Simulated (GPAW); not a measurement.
I, 1 atom in the cell. It takes space group Fmmm (No. 69, orthorhombic). Conventional cell: a = 4.384 Å, b = 4.731 Å, c = 7.820 Å, α = 90.00°, β = 90.00°, γ = 90.00°. Around I (site symmetry mmm) lie 4 I at 3.23 Å. 

* Program: GPAW 26.7.0
* Task: band structure
* Functional: LDA
* Potentials or basis: the program's PAW data sets (release 1.2.1) made for this functional
* Cutoff: 600 eV
* Basis: pw
* k mesh: 4 × 4 × 4
* Occupations: fermi-dirac, width 0.05 eV
* Spin: non-collinear spin, zero start, spin-orbit coupling
* Starting moments: [[0.0, 0.0, 0.0]] μB
* Maxiter: 150
* Band path: GYCDXGZD1HC,C1Z,XH1,HY,LG
* Band points: 80

Potentials or basis: the program's PAW data sets (release 1.2.1) made for this functional, pw.

Command:

```bash
$ OMP_NUM_THREADS=1 python run.py
```

Hardware: 1 thread of INTEL(R) XEON(R) PLATINUM 8581C CPU @ 2.10GHz (Emerald Rapids), with other jobs on the host.

Task: How long does it take, and how much memory?

Result: Run time: 6.1 min on 1 thread of INTEL(R) XEON(R) PLATINUM 8581C CPU @ 2.10GHz (Emerald Rapids), with other jobs on the host, peak memory 0.57 GiB. Counts: scf iterations 14, plane waves 1374, bands 36, k points 64.
